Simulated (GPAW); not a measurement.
Crystal: La2O3.

```xyz
5
Lattice="6.2668 0.0000 0.0000 -3.1334 5.4272 0.0000 0.0000 0.0000 3.2998" Properties=species:S:1:pos:R:3 pbc="T T T"
La    3.1334    1.8091    1.6499
La    0.0000    3.6181    1.6499
O     3.1836    0.0000    0.0000
O    -1.5918    2.7571    0.0000
O     1.5416    2.6701    0.0000
```

The cell comes from a database or a generator and needn't be the stable form of this composition.

Base run:

| Quantity | Value |
| --- | --- |
| Program | GPAW 26.7.0 |
| Functional | LDA |
| Potentials or basis | the program's PAW data sets (release 1.2.1) made for this functional |
| Cutoff | 800 eV |
| Basis | pw |
| k mesh | 4 × 4 × 5 |
| Occupations | fermi-dirac, width 0.05 eV |
| Spin | no spin polarisation |

Its results: band gap on the k mesh 1.64 eV, indirect (least direct gap 1.90 eV); pressure -3.0 GPa; largest force 0.072 eV/Å.

The run is repeated on the same cell with these changes: functional from LDA to r2SCAN; potentials or basis from the program's PAW data sets (release 1.2.1) made for this functional to GPAW PAW data sets (gpaw-data 1.2.1). What comes out?

Band gap on the k mesh 2.11 eV, indirect (least direct gap 2.40 eV); pressure 1.7 GPa; largest force 0.048 eV/Å.

Caveats: one-centre terms of the f shell are cut off; spin-orbit coupling is left out, which moves the levels of the heavy elements; the mesh misses the band edges, which the band path finds closer together; the PAW data sets were made with another functional, which shifts forces and pressure a little (some runs).

Not every run made on this cell is shown here.
